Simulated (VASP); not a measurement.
# Be (Fm-3m) in VASP: reference runs

Reference runs on Be: the cell as given.

Everything below comes from runs of VASP 6.6.1. Logs are shortened: lines on timing, memory, paths and dates and some standing lists are left out, and cuts for length are marked.

### Step 1. The crystal as given

It takes space group Fm-3m (No. 225, cubic). Conventional cell: a = 3.158 Å, b = 3.158 Å, c = 3.158 Å, α = 90.00°, β = 90.00°, γ = 90.00°. Be (site symmetry m-3m) is surrounded by 12 Be at 2.23 Å.

The cell was built by a generator and needn't be a form met in nature.

### Step 2. Single point, PBE

Input file INCAR:

```
PREC = Accurate
ENCUT = 520
EDIFF = 1E-7
ISMEAR = -1
SIGMA = 0.05
LREAL = F
LASPH = T
NELM = 60
ALGO = Normal
ISIF = 2
LWAVE = F
LCHARG = F
GGA = PE
NBANDS = 7
```

Input file KPOINTS:

```
Automatic mesh
0
Gamma
  14 14 14
```

Input file POSCAR:

```
Be
1.0
    0.0000000000      1.5790500000      1.5790500000
    1.5790500000      0.0000000000      1.5790500000
    1.5790500000      1.5790500000      0.0000000000
Be
1
Direct
    0.0000000000      0.0000000000      0.0000000000
```

Potentials or basis: VASP PAW PBE potentials, release 64 (Be).

Started as:

```bash
$ cat potpaw_PBE.64/Be/POTCAR > POTCAR
$ mpirun -np 1 vasp_std > vasp.out
```

OUTCAR:

```text
PREC = Accurate
   ENCUT = 520
   EDIFF = 1E-7
   ISMEAR = -1
   LREAL = F
   LASPH = T
   NELM = 60
   ISIF = 2
   GGA = PE

 ion  position               nearest neighbor table
   1  0.000  0.000  0.000-

  LATTYP: Found a face centered cubic cell.
 ALAT       =     3.1581000000

  Lattice vectors:

 A1 = (   0.0000000000,   1.5790500000,   1.5790500000)
 A2 = (   1.5790500000,   0.0000000000,   1.5790500000)
 A3 = (   1.5790500000,   1.5790500000,   0.0000000000)

Analysis of symmetry for initial positions (statically):
=====================================================================
 Subroutine PRICEL returns:
 Original cell was already a primitive cell.

 Routine SETGRP: Setting up the symmetry group for a
 face centered cubic supercell.

 Subroutine GETGRP returns: Found 48 space group operations
 (whereof 48 operations were pure point group operations)
 out of a pool of 48 trial point group operations.

The static configuration has the point symmetry O_h .

Analysis of symmetry for dynamics (positions and initial velocities):
=====================================================================
 Subroutine PRICEL returns:
 Original cell was already a primitive cell.

 Routine SETGRP: Setting up the symmetry group for a
 face centered cubic supercell.

 Subroutine GETGRP returns: Found 48 space group operations
 (whereof 48 operations were pure point group operations)
 out of a pool of 48 trial point group operations.

The dynamic configuration has the point symmetry O_h .

 Subroutine INISYM returns: Found 48 space group operations
 (whereof 48 operations are pure point group operations),
 and found     1 'primitive' translations

----------------------------------------------------------------------------------------

                                     Primitive cell

  volume of cell :       7.8744

  direct lattice vectors                    reciprocal lattice vectors
     0.000000000  1.579050000  1.579050000    -0.316646085  0.316646085  0.316646085
     1.579050000  0.000000000  1.579050000     0.316646085 -0.316646085  0.316646085
     1.579050000  1.579050000  0.000000000     0.316646085  0.316646085 -0.316646085

  length of vectors
     2.233113926  2.233113926  2.233113926     0.548447107  0.548447107  0.548447107

  position of ions in fractional coordinates (direct lattice)
     0.000000000  0.000000000  0.000000000

  ion indices of the primitive-cell ions
   primitive index   ion index
                 1           1

[... 72 lines left out ...]
   LREAL  =      F    real-space projection
   EDIFFG = 0.1E-05   stopping-criterion for IOM
   NSW    =      0    number of steps for IOM
   IBRION =     -1    ionic relax: 0-MD 1-quasi-New 2-CG
   NFREE  =      0    steps in history (QN), initial steepest desc. (CG)
   ISIF   =      2    stress and relaxation
   ISYM   =      2    0-nonsym 1-usesym 2-fastsym
   POTIM  = 0.5000    time-step for ionic-motion
   TEBEG  =    0.0;   TEEND  =   0.0 temperature during run
   PSTRESS=    0.0 pullay stress
   NELECT =       2.0000    total number of electrons
   NUPDOWN=      -1.0000    fix difference up-down
   EMIN   =  10.00;   EMAX   =-10.00  energy-range for DOS
   EFERMI =   0.00;   METHOD = LEGACY
   ISMEAR =    -1;   SIGMA  =   0.05  broadening in eV -4-tet -1-fermi 0-gaus
   EFERMI_NEDOS =   21; number of points for ismear=-14 and -15
   IALGO  =     38    algorithm
   IMIX   =      4    mixing-type and parameters
     AMIX     =   0.40;   BMIX     =  1.00
     AMIX_MAG =   1.60;   BMIX_MAG =  1.00
  volume/ion in A,a.u.               =       7.87        53.14
  Fermi-wavevector in a.u.,A,eV,Ry     =   1.036762  1.959196 14.624560  1.074875
  Thomas-Fermi vector in A             =   2.171168
   LORBIT       =      0    0 simple, 1 ext, 2 COOP (PROOUT), +10 PAW based schemes
   GGA     = PE    functional components
   LHFCALC =     F    Hartree Fock is set to
   AEXX    =    0.0000 exact exchange contribution
   IVDW    =     0    specifies the selected vdW correction
   LEPSILON=     F    determine dielectric tensor
   LRPA    =     F    only Hartree local field effects (RPA)
 non-spin polarized calculation
  energy-cutoff  :      520.00
  volume of cell :        7.87
 maximum number of plane-waves:       222
 NGX is ok and might be reduce to    18
   NGX =  9   NGY =  9   NGZ =  9

 number of electron       2.0000000 magnetization

 Free energy of the ion-electron system (eV)
  ---------------------------------------------------
  ext. energy  EPLUGINS =         0.00000000
  ---------------------------------------------------
  free energy    TOTEN  =        -3.68204937 eV

  energy without entropy =       -3.68103033  energy(sigma->0) =       -3.68153985

 E-fermi :   7.5118     XC(G=0): -10.6235

 val. band max:        7.4178221036   @ k =  -0.2857   0.4286   0.2143
 cond. band min:       7.5589427447   @ k =  -0.2857   0.5000   0.2143
 fundamental gap:      0.1411206411
 Fermi energy:         7.5118498058

 k-point     1 :       0.0000    0.0000    0.0000
  band No.  band energies     occupation
      1      -4.3192      2.00000
      2      26.9946      0.00000
      3      26.9946      0.00000
      4      26.9946      0.00000
      5      36.6685      0.00000
      6      36.6685      0.00000
      7      36.6685      0.00000
[... 221 lines left out ...]
 k-point    24 :       0.2857    0.1429    0.0000
  band No.  band energies     occupation
      1      -1.8283      2.00000
      2      17.6513      0.00000
      3      21.8627      0.00000
      4      25.4586      0.00000
      5      30.1364      0.00000
      6      33.2872      0.00000
      7      42.3278      0.00000

 [... further k-points ...]

------------------------ aborting loop because EDIFF is reached ----------------------------------------

  FORCE on cell =-STRESS in cart. coord.  units (eV):
  Direction    XX          YY          ZZ          XY          YZ          ZX
  --------------------------------------------------------------------------------------
  -------------------------------------------------------------------------------------
  Total       -0.0013374     -0.0013374     -0.0013374      0.0000000      0.0000000      0.0000000
  in kB       -0.2721263     -0.2721263     -0.2721263      0.0000000      0.0000000      0.0000000
  external PRESSURE =      -0.2721263 kB  Pullay stress =       0.0000000 kB

 VOLUME and BASIS-vectors are now :
 -----------------------------------------------------------------------------
  energy-cutoff  :      520.00
  volume of cell :        7.87
      direct lattice vectors                 reciprocal lattice vectors
     0.000000000  1.579050000  1.579050000    -0.316646085  0.316646085  0.316646085
     1.579050000  0.000000000  1.579050000     0.316646085 -0.316646085  0.316646085
     1.579050000  1.579050000  0.000000000     0.316646085  0.316646085 -0.316646085

 POSITION                                       TOTAL-FORCE (eV/Angst)
 -----------------------------------------------------------------------------------
      0.00000      0.00000      0.00000         0.000000      0.000000      0.000000
 -----------------------------------------------------------------------------------
    total drift:                                0.000000     -0.000000     -0.000000

  FREE ENERGIE OF THE ION-ELECTRON SYSTEM (eV)
  ---------------------------------------------------
  free  energy   TOTEN  =        -3.6820493732 eV

  energy  without entropy=       -3.6810303340  energy(sigma->0) =       -3.68153985
```

OSZICAR:

```text
N       E                     dE             d eps       ncg     rms          rms(c)
DAV:   1    -0.236971937357E+01   -0.23697E+01   -0.11332E+03  1519   0.236E+02
DAV:   2    -0.371045829358E+01   -0.13407E+01   -0.12839E+01  2023   0.267E+01
DAV:   3    -0.371260596250E+01   -0.21477E-02   -0.21476E-02  1736   0.952E-01
DAV:   4    -0.371260631977E+01   -0.35727E-06   -0.35711E-06  2177   0.115E-02
DAV:   5    -0.371260631858E+01    0.11830E-08   -0.71145E-11  1743   0.273E-05    0.789E-01
DAV:   6    -0.369061395101E+01    0.21992E-01   -0.26165E-03  1673   0.491E-01    0.485E-01
DAV:   7    -0.368205073714E+01    0.85632E-02   -0.24384E-03  1652   0.496E-01    0.256E-02
DAV:   8    -0.368204951196E+01    0.12252E-05   -0.22403E-06  1792   0.962E-03    0.633E-03
DAV:   9    -0.368204975152E+01   -0.23957E-06   -0.14344E-06  1876   0.883E-03    0.955E-04
DAV:  10    -0.368204948980E+01    0.26172E-06   -0.14803E-08  1351   0.103E-03    0.359E-04
DAV:  11    -0.368204937249E+01    0.11731E-06   -0.44102E-09   938   0.474E-04    0.604E-06
DAV:  12    -0.368204937324E+01   -0.75919E-09   -0.14233E-10   819   0.110E-04
   1 F= -.36820494E+01 E0= -.36815399E+01  d E =-.101904E-02
```

It took 5 s on 1 thread of Intel Xeon Platinum 8488C (Sapphire Rapids), shared host; peak memory 0.11 GiB.

What came out:

- Free energy: -3.6820 eV
- Pressure: 0.0 GPa
- Band gap on the k mesh: none (metal or under the smearing width)

Levels at points of the mesh, in eV from the Fermi level:
| k point | band 1 | band 2 | band 3 | band 4 | band 5 |
| --- | --- | --- | --- | --- | --- |
| (0.00, 0.00, 0.00) | -11.83 | 19.48 | 19.48 | 19.48 | 29.16 |
| (0.50, 0.00, 0.00) | -5.25 | 0.06 | 16.55 | 16.55 | 26.30 |
| (0.50, 0.50, 0.00) | -2.62 | 3.88 | 9.58 | 9.58 | 15.22 |
